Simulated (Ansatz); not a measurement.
Theory: DFT PBE, scalar-relativistic, plane waves, PAW (Ansatz 0.2.0). Settings: cutoff 420 eV, Γ-centred meshes spaced at most about 0.3 Å⁻¹, and about 0.25 Å⁻¹ or finer for metals (2π included), Gaussian smearing. No spin polarisation.

All energies are static (0 K, no zero-point motion).

Two forms of Ge4S were relaxed alike.

A.

```xyz
10
Lattice="3.8496 0.0000 0.0000 0.0000 4.1068 0.0000 0.0000 0.0000 16.0722" Properties=species:S:1:pos:R:3 pbc="T T T"
Ge    0.9624    0.0000   10.9789
Ge    0.9624    2.0534   12.3935
Ge    2.8872    0.0000   15.3219
Ge    2.8872    2.0534   13.8922
Ge    0.9624    0.0000    0.7503
Ge    0.9624    2.0534    2.1800
Ge    2.8872    0.0000    5.0933
Ge    2.8872    2.0534    3.6787
S     2.8872    0.0000    9.6464
S     0.9624    0.0000    6.4258
```

B.

```xyz
5
Lattice="4.1450 0.0000 0.0000 -2.0725 3.5897 0.0000 0.0000 0.0000 8.5619" Properties=species:S:1:pos:R:3 pbc="T T T"
Ge    0.0000    0.0000    6.3301
Ge    0.0000    0.0000    2.2318
Ge    0.0000    2.3931    3.0190
Ge    0.0000    2.3931    5.5430
S     0.0000    0.0000    0.0000
```

**Question.** Which form is favoured at zero pressure, and by what margin per atom?

**Answer.** A is lower, by 152 meV/atom. A has space group Pmma (No. 51), 25.4 Å³/atom and no gap on its mesh; B has space group P-6m2 (No. 187), 25.5 Å³/atom and no gap. A and B both hold Ge–Ge nets. In A, Ge on its first site has 2 S at 2.34 Å and 2 Ge at 2.49 Å; Ge on its second site is surrounded by 4 Ge at 2.44–2.49 Å; S is surrounded by 2 Ge at 2.34 Å; 2 more sites not described. In B, Ge on its first site has 1 S at 2.23 Å and 3 Ge at 2.52 Å; Ge on its second site is surrounded by 4 Ge at 2.52 Å; S has 2 Ge at 2.23 Å. Both come from invented guesses.

No dispersion correction is applied, so the spacing and binding between layers, chains or molecules are poorly described (Pmma), and this can change margins and order among such cells. Cells relaxed within their symmetry can be saddle points.
